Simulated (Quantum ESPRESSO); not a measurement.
In, a slab with vacuum:

```
In
1.0
     3.36384    0.00000    0.00000
    -1.68192    2.91317    0.00000
     0.00000    0.00000   28.49964
In
6
Direct
  0.66667 0.33333 0.26316
  0.00000 0.00000 0.35790
  0.33333 0.66667 0.45263
  0.00000 0.00000 0.54737
  0.66667 0.33333 0.64210
  0.00000 0.00000 0.73684
```

A sound run:

```yaml
Program: Quantum ESPRESSO 7.5
Task: work function
Functional: PBE
Potentials_or_basis: PseudoDojo 0.4.1 SR PBE standard
Cutoff: 952 eV
Density_cutoff: 3810 eV
k_mesh: 9 × 9 × 1
Occupations: fermi-dirac, width 0.05 eV
Spin: no spin polarisation
```

It gives largest force 0.219 eV/Å; band gap on the k mesh none (metal or under the smearing width).

Problem. What do these careless settings give instead: cutoff 286 eV in place of 952 eV; density cutoff 1143 eV in place of 3810 eV?

Solution. Largest force 0.137 eV/Å; band gap on the k mesh none (metal or under the smearing width). The run converged, but these numbers show the error of the settings and aren't properties of the slab.
